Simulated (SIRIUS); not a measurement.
Runs of SIRIUS 7.12.0 on NaCl. The structure is cubic, space group Fm-3m (No. 225). The conventional cell has a = 5.588 Å, b = 5.588 Å, c = 5.588 Å, α = 90.00°, β = 90.00°, γ = 90.00°. Cl (site symmetry m-3m) has 6 Na at 2.79 Å as nearest neighbours. Na (site symmetry m-3m) has 6 Cl at 2.79 Å as nearest neighbours. The cell is a database's computed one.

| task | level | potentials or basis | valence relativity | reference energy of the basis | core relativity | start of the SCF | gap on the mesh (eV) | V0 of scaled cells (Å³/atom) | B0 (GPa) |
| --- | --- | --- | --- | --- | --- | --- | --- | --- | --- |
| equation of state | PBEsol | all-electron FP-LAPW, apw+lo standard | iora | - | - | - | - | (a) | (b) |
| equation of state | AM05 | all-electron FP-LAPW, apw+lo standard | iora | - | - | - | - | 22.86 | 23 |
| equation of state | WC | all-electron FP-LAPW, apw+lo standard | iora | - | - | - | - | 22.15 | 25 |
| band structure | PBE | all-electron FP-LAPW (no relativity for the valence, core without relativity), apw+lo standard | none | -0.03 Ha | none | LDA density | 5.29 | - | - |
| band structure | PBE | all-electron FP-LAPW (Koelling-Harmon valence), apw+lo standard | koelling_harmon | -0.02 Ha | dirac | LDA density | 5.21 | - | - |
| single point | PBEsol | all-electron FP-LAPW, apw+lo standard | iora | -0.02 Ha | - | LDA density | 5.04 | - | - |
| band structure | PBE | all-electron FP-LAPW (ZORA valence), apw+lo standard | zora | -0.02 Ha | dirac | LDA density | 5.21 | - | - |

Alike in all rows: no spin polarisation; cell as given; k mesh 8 × 8 × 8; cutoff (eV) 158; smearing fermi-dirac 0.05 eV.

Estimate the missing entries.

(a) 21.96; (b) 26.

A k mesh can miss the band edges.

A gap of «none» marks a metal or a gap under the smearing width.

Not every run made on this cell is shown here.
